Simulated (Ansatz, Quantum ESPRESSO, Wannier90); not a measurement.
# Ballistic channels from Wannier functions: straight Nb chain, spacing 2.54 Å, part 3 of 5

Wanted: localised orbitals and the quantum conductance of this wire: straight Nb chain, spacing 2.54 Å.

Quantum ESPRESSO 7.5 and Wannier90 3.1.0; plane-wave DFT, PBEsol, GBRV ultrasoft pseudopotentials; cross-check by Ansatz 0.2.0 with PAW datasets.

So far. Step 2 (Self-consistent run): The run needed 10 iterations to bring the estimated error under 1e-07 Ry.

## 6. Wannier functions and transport

Level of this step: maximally localised Wannier functions and ballistic conductance; plane-wave DFT, PBEsol, GBRV ultrasoft pseudopotentials (Wannier90).

After disentangling and localising, transport_mode = bulk builds principal layers from hoppings within dist_cutoff and counts open channels.

wan.win reads:

```
num_wann = 9
num_bands = 21
num_iter = 200
num_print_cycles = 20
conv_tol = 1e-8
conv_window = 5
guiding_centres = true
dis_num_iter = 1500
dis_conv_tol = 1e-8
dis_win_min = -12.6604
dis_win_max = 7.3396
dis_froz_max = -0.1604
search_shells = 120
fermi_energy = -1.6604

transport = true
transport_mode = bulk
one_dim_axis = z
dist_cutoff = 17.67
dist_cutoff_mode = one_dim
tran_win_min = -4.0
tran_win_max = 2.0
tran_energy_step = 0.02

bands_plot = true
bands_num_points = 96
begin kpoint_path
G 0.0 0.0 0.0 Z 0.0 0.0 0.5
end kpoint_path

begin projections
Nb:s;p;d
end projections

begin unit_cell_cart
ang
  8.0000000000 0.0000000000 0.0000000000
  0.0000000000 8.0000000000 0.0000000000
  0.0000000000 0.0000000000 2.5380000000
end unit_cell_cart

begin atoms_frac
  Nb 0.0000000000 0.0000000000 0.0000000000
end atoms_frac

mp_grid = 1 1 14
begin kpoints
  0.0 0.0 0.0000000000
  0.0 0.0 0.0714285714
  0.0 0.0 0.1428571429
  0.0 0.0 0.2142857143
  0.0 0.0 0.2857142857
  0.0 0.0 0.3571428571
  0.0 0.0 0.4285714286
  0.0 0.0 0.5000000000
  0.0 0.0 0.5714285714
  0.0 0.0 0.6428571429
  0.0 0.0 0.7142857143
  0.0 0.0 0.7857142857
  0.0 0.0 0.8571428571
  0.0 0.0 0.9285714286
end kpoints
```

Started as:

```
$ OMP_NUM_THREADS=1 wannier90.x wan > wan.run.log
```

The log of the run:

```text
[banner, memory and clock lines left out]
+---------------------------------------------------+
             |                                                   |
             |                   WANNIER90                       |
             |                                                   |
             +---------------------------------------------------+
             |                                                   |
             |        Welcome to the Maximally-Localized         |
             |        Generalized Wannier Functions code         |
             |                             |
             |                                                   |
             |                                                   |
             |  Wannier90 Developer Group:                       |
             |    Giovanni Pizzi    (EPFL)                       |
             |    Valerio Vitale    (Cambridge)                  |
             |    David Vanderbilt  (Rutgers University)         |
             |    Nicola Marzari    (EPFL)                       |
             |    Ivo Souza         (Universidad del Pais Vasco) |
             |    Arash A. Mostofi  (Imperial College London)    |
             |    Jonathan R. Yates (University of Oxford)       |
             |                                                   |
             |  For the full list of Wannier90 3.x authors,      |
             |  please check the code documentation and the      |
             |  README on the GitHub page of the code            |
             |                                                   |
             |                                                   |
             |                                                   |
             |  [ref] "Wannier90 as a community code:            |
             |        new features and applications",            |
             |        165902 (2020).                             |
             |            |
             |                                                   |
             |  in any publications arising from the use of      |
             |                                                   |
             |  [ref] "Maximally Localized Generalised Wannier   |
             |         Functions for Composite Energy Bands"     |
             |         N. Marzari and D. Vanderbilt              |
             |         Phys. Rev. B 56 12847 (1997)              |
             |                                                   |
             |  [ref] "Maximally Localized Wannier Functions     |
             |         for Entangled Energy Bands"               |
             |         I. Souza, N. Marzari and D. Vanderbilt    |
             |         Phys. Rev. B 65 035109 (2001)             |
             |                                                   |
             |                                                   |
             | Copyright (c) 1996-2020                           |
             |        The Wannier90 Developer Group and          |
             |        individual contributors                    |
             |                                                   |
             |      Release: 3.1.0        5th March    2020      |
             |                                                   |
             | This program is free software; you can            |
             | redistribute it and/or modify it under the terms  |
             | of the GNU General Public License as published by |
             | the Free Software Foundation; either version 2 of |
             | the License, or (at your option) any later version|
             |                                                   |
             | This program is distributed in the hope that it   |
             | will be useful, but WITHOUT ANY WARRANTY; without |
             | even the implied warranty of MERCHANTABILITY or   |
             | FITNESS FOR A PARTICULAR PURPOSE. See the GNU     |
             | General Public License for more details.          |
             |                                                   |
             | You should have received a copy of the GNU General|
             | Public License along with this program; if not,   |
             | write to the Free Software Foundation, Inc.,      |
             | 675 Mass Ave, Cambridge, MA 02139, USA.           |
             |                                                   |
             +---------------------------------------------------+
[date or host left out]
             +---------------------------------------------------+

 ******************************************************************************
 * -> Using CODATA 2006 constant values                                       *
 *    (                      *
 * -> Using Bohr value from CODATA                                            *
 ******************************************************************************

 Running in serial (with parallel executable)

                                    ------
                                    SYSTEM
                                    ------

                              Lattice Vectors (Ang)
                    a_1     8.000000   0.000000   0.000000
                    a_2     0.000000   8.000000   0.000000
                    a_3     0.000000   0.000000   2.538000

                   Unit Cell Volume:     162.43200  (Ang^3)

                        Reciprocal-Space Vectors (Ang^-1)
                    b_1     0.785398   0.000000   0.000000
                    b_2     0.000000   0.785398   0.000000
                    b_3     0.000000   0.000000   2.475644

 *----------------------------------------------------------------------------*
 |   Site       Fractional Coordinate          Cartesian Coordinate (Ang)     |
 +----------------------------------------------------------------------------+
 | Nb   1   0.00000   0.00000   0.00000   |    0.00000   0.00000   0.00000    |
 *----------------------------------------------------------------------------*
                                ------------
                                K-POINT GRID
                                ------------

             Grid size =  1 x  1 x 14      Total points =   14

 *---------------------------------- MAIN ------------------------------------*
 |  Number of Wannier Functions               :                 9             |
 |  Number of Objective Wannier Functions     :                 9             |
 |  Number of input Bloch states              :                21             |
 |  Output verbosity (1=low, 5=high)          :                 1             |
[...]
Delta: O_D= -0.1124217E-02 O_OD= -0.4885818E-01 O_TOT= -0.4998239E-01 <-- DLTA
 Cycle:     40
[...]
Sum of centres and spreads ( -3.020923, -3.019771, -3.809383 )    22.08575036

     40    -0.950E-02     1.0068581565       22.0857503682       0.23  <-- CONV
        O_D=      0.0733761 O_OD=      4.5683211 O_TOT=     22.0857504 <-- SPRD
 Delta: O_D= -0.1994870E-02 O_OD= -0.7500154E-02 O_TOT= -0.9495024E-02 <-- DLTA
 Cycle:     60
[...]
Sum of centres and spreads ( -3.035105, -3.030210, -3.807524 )    22.02339541

     60    -0.413E-02     0.5542111009       22.0233954166       0.24  <-- CONV
        O_D=      0.0589114 O_OD=      4.5204309 O_TOT=     22.0233954 <-- SPRD
 Delta: O_D=  0.2828793E-02 O_OD= -0.6962434E-02 O_TOT= -0.4133641E-02 <-- DLTA
 Cycle:     80
[...]
Sum of centres and spreads ( -3.095411, -3.095810, -3.807273 )    21.97779918

     80    -0.744E-03     2.8689743681       21.9777991864       0.25  <-- CONV
        O_D=      0.0452931 O_OD=      4.4884529 O_TOT=     21.9777992 <-- SPRD
 Delta: O_D= -0.3362136E-02 O_OD=  0.2618499E-02 O_TOT= -0.7436374E-03 <-- DLTA
 Cycle:    100
[...]
Sum of centres and spreads ( -3.046751, -3.134472, -3.807881 )    22.01305796

    100    -0.745E-02     6.3502369427       22.0130579641       0.26  <-- CONV
        O_D=      0.0917836 O_OD=      4.4772212 O_TOT=     22.0130580 <-- SPRD
 Delta: O_D= -0.2800790E-02 O_OD= -0.4646228E-02 O_TOT= -0.7447018E-02 <-- DLTA

 Writing checkpoint file wan.chk... done

 Cycle:    120
[...]
Sum of centres and spreads ( -3.113327, -3.103996, -3.807092 )    21.94072610

    120     0.928E-03     1.7840786003       21.9407261045       0.28  <-- CONV
        O_D=      0.0390585 O_OD=      4.4576145 O_TOT=     21.9407261 <-- SPRD
 Delta: O_D=  0.2367919E-02 O_OD= -0.1440219E-02 O_TOT=  0.9277000E-03 <-- DLTA
 Cycle:    140
[...]
Sum of centres and spreads ( -3.127150, -3.127008, -3.807280 )    21.93165046

    140    -0.814E-03     0.8808713708       21.9316504689       0.29  <-- CONV
        O_D=      0.0350022 O_OD=      4.4525951 O_TOT=     21.9316505 <-- SPRD
 Delta: O_D= -0.7518625E-03 O_OD= -0.6206991E-04 O_TOT= -0.8139324E-03 <-- DLTA
 Cycle:    160
[...]
Sum of centres and spreads ( -3.149224, -3.143253, -3.807341 )    21.91979445

    160    -0.311E-02     1.9424596785       21.9197944523       0.30  <-- CONV
        O_D=      0.0334893 O_OD=      4.4422519 O_TOT=     21.9197945 <-- SPRD
 Delta: O_D= -0.4111598E-02 O_OD=  0.1003340E-02 O_TOT= -0.3108259E-02 <-- DLTA
 Cycle:    180
[...]
Sum of centres and spreads ( -3.122149, -3.160313, -3.807335 )    21.92048538

    180    -0.116E-01     4.0488283942       21.9204853839       0.32  <-- CONV
        O_D=      0.0467843 O_OD=      4.4296479 O_TOT=     21.9204854 <-- SPRD
 Delta: O_D= -0.1093374E-01 O_OD= -0.6354934E-03 O_TOT= -0.1156924E-01 <-- DLTA
 Cycle:    200
[...]
Sum of centres and spreads ( -3.166093, -3.166878, -3.807028 )    21.88780773

    200    -0.209E-03     0.4611856285       21.8878077334       0.33  <-- CONV
        O_D=      0.0298296 O_OD=      4.4139249 O_TOT=     21.8878077 <-- SPRD
 Delta: O_D=  0.1127069E-03 O_OD= -0.3216400E-03 O_TOT= -0.2089332E-03 <-- DLTA

 Writing checkpoint file wan.chk... done

 Final State
[...]
WF centre and spread    2  ( -3.896211, -3.896352, -2.537807 )     5.20561549
  WF centre and spread    3  (  1.268987, -0.032986, -0.002691 )     3.52771228
  WF centre and spread    4  ( -0.032952,  1.269383, -0.002707 )     3.52617119
  WF centre and spread    5  ( -0.252920, -0.253369,  0.000697 )     1.84050846
  WF centre and spread    6  (  0.030913, -0.000165, -0.000984 )     1.30185239
  WF centre and spread    7  ( -0.000164,  0.030936, -0.000978 )     1.30188446
  WF centre and spread    8  ( -0.102190, -0.102581,  0.000080 )     1.46632303
  WF centre and spread    9  (  0.021512,  0.021518,  0.000011 )     1.34155276
  Sum of centres and spreads ( -3.166093, -3.166878, -3.807028 )    21.88780773

         Spreads (Ang^2)       Omega I      =    17.444053180
        ================       Omega D      =     0.029829638
                               Omega OD     =     4.413924915
    Final Spread (Ang^2)       Omega Total  =    21.887807733
 Time for wannierise            0.130 (sec)

 Writing checkpoint file wan.chk... done

 *---------------------------------------------------------------------------*
 |                               PLOTTING                                    |
 *---------------------------------------------------------------------------*

 Translated centres
    translation centre in fractional coordinate:  0.000000  0.000000  0.000000
  WF centre     1  ( -0.203066, -0.203263, -1.262648 )
  WF centre     2  ( -3.896211, -3.896352,  0.000193 )
  WF centre     3  (  1.268987, -0.032986, -0.002691 )
  WF centre     4  ( -0.032952,  1.269383, -0.002707 )
  WF centre     5  ( -0.252920, -0.253369,  0.000697 )
  WF centre     6  (  0.030913, -0.000165, -0.000984 )
  WF centre     7  ( -0.000164,  0.030936, -0.000978 )
  WF centre     8  ( -0.102190, -0.102581,  0.000080 )
  WF centre     9  (  0.021512,  0.021518,  0.000011 )

 Calculating interpolated band-structure

 Time to calculate interpolated band structure       0.007 (sec)

 Time for plotting              0.010 (sec)

 *---------------------------------------------------------------------------*
 |                              TRANSPORT                                    |
 *---------------------------------------------------------------------------*

 Calculation of Quantum Conductance and DoS: bulk mode

 Maximum imaginary part of the real-space Hamiltonian:     0.038120

     Maximum real part of the real-space Hamiltonian at each lattice point
            Lattice point R           Max |H_ij(R)|
                  -8                     0.000000
                  -7                     0.004311
                  -6                     0.023701
                  -5                     0.033000
                  -4                     0.055514
                  -3                     0.111218
                  -2                     0.389546
                  -1                     1.715675
                   0                     3.632862
                   1                     1.715675
                   2                     0.389546
                   3                     0.111218
                   4                     0.055514
                   5                     0.033000
                   6                     0.023701
                   7                     0.004311
                   8                     0.000000

 Number of unit cells inside the principal layer:     7
 Number of Wannier Functions inside the principal layer:    63

 Calculating quantum conductance and density of states... done

 Time for transport             2.385 (sec)
 Total Execution Time           2.778 (sec)

 *===========================================================================*
 |                             TIMING INFORMATION                            |
 *===========================================================================*
 |    Tag                                                Ncalls      Time (s)|
 |---------------------------------------------------------------------------|
 |kmesh: get                                        :         1         0.016|
 |overlap: allocate                                 :         1         0.000|
 |overlap: read                                     :         1         0.031|
 |dis: main                                         :         1         0.201|
 |wann: main                                        :         1         0.130|
 |plot: main                                        :         1         0.010|
 |tran: main                                        :         1         2.385|
 *---------------------------------------------------------------------------*

 All done: wannier90 exiting
[key lines of the parts left out:]
|  Fermi energy (eV)                         :            -1.660             |
```

The job ended after 3.4 s (1 MPI rank of Intel Xeon 6975P-C (Granite Rapids), shared host; peak memory 0.08 GiB).

Read from the output:

* lead channels at the Fermi level, one spin: 6.000
* total spread: 21.89 Å²
* gauge-invariant spread: 17.44 Å²
* largest misfit to plane-wave levels between mesh points, inside the frozen window: 0.008445 eV

Per spin. Quantum conductance of the perfect wire, open channels against energy, zero at the Fermi level:

```
energy (eV)  quantum conductance of the perfect wire, open channels
     -3.000                                                  3.3e-6
     -2.800                                                   1.000
     -2.600                                                   1.000
     -2.400                                                       1
     -2.200                                                       1
     -2.000                                                       1
     -1.800                                                    3.00
     -1.600                                                       3
     -1.400                                                       3
     -1.200                                                       3
     -1.020                                                    4.00
     -0.800                                                       4
     -0.600                                                       4
     -0.400                                                       4
     -0.200                                                    6.00
      0.000                                                       6
      0.200                                                       6
      0.400                                                       6
      0.600                                                       6
      0.800                                                       6
      1.000                                                       6
      1.200                                                       6
      1.400                                                    6.00
      1.600                                                       4
      1.800                                                       4
      2.000                                                    2.00
```

Wannier functions:

```
no.     x (Å)     y (Å)      z (Å)  spread (Å²)
  1   -0.2031   -0.2033     -1.263        2.376
  2    -3.896    -3.896     -2.538        5.206
  3     1.269  -0.03299  -0.002691        3.528
  4  -0.03295     1.269  -0.002707        3.526
  5   -0.2529   -0.2534    6.97e-4        1.841
  6   0.03091  -1.65e-4   -9.84e-4        1.302
  7  -1.64e-4   0.03094   -9.78e-4        1.302
  8   -0.1022   -0.1026    8.00e-5        1.466
  9   0.02151   0.02152    1.10e-5        1.342
```

The electronic bands at the labelled points (eV, zero at the Fermi level; # counts the bands kept):

```
  point     #1     #2     #3     #4    #5    #6
      Γ  -2.95  -1.09  -0.23  -0.20  1.95  1.95
halfway  -0.08  -0.08  -0.01   0.50  0.52  0.93
      Z  -1.83  -1.83   1.41   1.41  2.36  4.55
```

The electronic bands as a text plot (rows in eV, shown from -2.9 to 4.1 only):

```
    3.9 |**************                            ***
    3.6 |                                         *
    3.3 |                                       **
    3.0 |                                     **
    2.7 |                                    *
    2.5 |                                  **                 ***
    2.2 |                                 *              *****
    1.9 |*********                       *            ***
    1.6 |         *****                 *          ***
    1.3 |              ***            **        *****************
    1.0 |                 ***        *      ********
    0.7 |                    **    ** *******
    0.4 |                      *******  ***
    0.1 |             ******************
   -0.2 |**************      **   *****
   -0.5 |                ****  ***     ***
   -0.8 |          ******     *           ***
   -1.1 |**********         **               ****
   -1.3 |                 **                     ****
   -1.6 |               **                           ********
   -1.9 |             **                                     ****
   -2.2 |           **
   -2.5 |       ****
   -2.8 |*******
         Γ                                                      Z
```

Bands and channels are those of the Wannier model: bands that were not projected, and all outside the frozen window, are missing or only approximate.

At least 1 of the functions sits far from every atom, off the bonds: the outer window has let in states of the vacuum, so the basis is not the atomic one that was projected.

## 7. Neighbour list from wannier90 -pp, with dist_cutoff = 3.05

How much does a setting matter? One run is repeated with a change.

wan_w.win, as its differences from the input of step 6:

```diff
@@ -18,3 +18,3 @@
 one_dim_axis = z
-dist_cutoff = 17.67
+dist_cutoff = 3.05
 dist_cutoff_mode = one_dim
```

Started as:

```
$ OMP_NUM_THREADS=1 wannier90.x -pp wan_w > wan_w.pp.log
```

It took 0.69 s on 1 MPI rank; peak memory 0.09 GiB.

## 8. Overlaps and projections

The same post-processing, on the changed run.

wan_w.p2w.in reads:

```
&inputpp
  prefix = 'nscf'
  outdir = './out'
  seedname = 'wan_w'
  write_mmn = .true.
  write_amn = .true.
  write_unk = .false.
/
```

Started as:

```
$ OMP_NUM_THREADS=1 mpirun -n 2 pw2wannier90.x -in wan_w.p2w.in > wan_w.p2w.out
```

The job ended after 2.9 s (2 MPI ranks; peak memory 0.11 GiB; 5.3 s of CPU time).

(Part 3 of 5 ends here.)

[Logs are printed without paths, hosts, clocks, repeated set-up lines and the standing remarks that a program may print on its own settings, such as how far it seeks lower states.]

[Hosts, paths, dates, database ids (printed as entryN), source tags and the programs' standing remarks are cut or masked in the printed files.]

[Maps of the electrostatic potential energy from Ansatz leave out the sawtooth potential of an applied field or a dipole correction, so their vacuum need not be flat; planar profiles and work functions include it.]
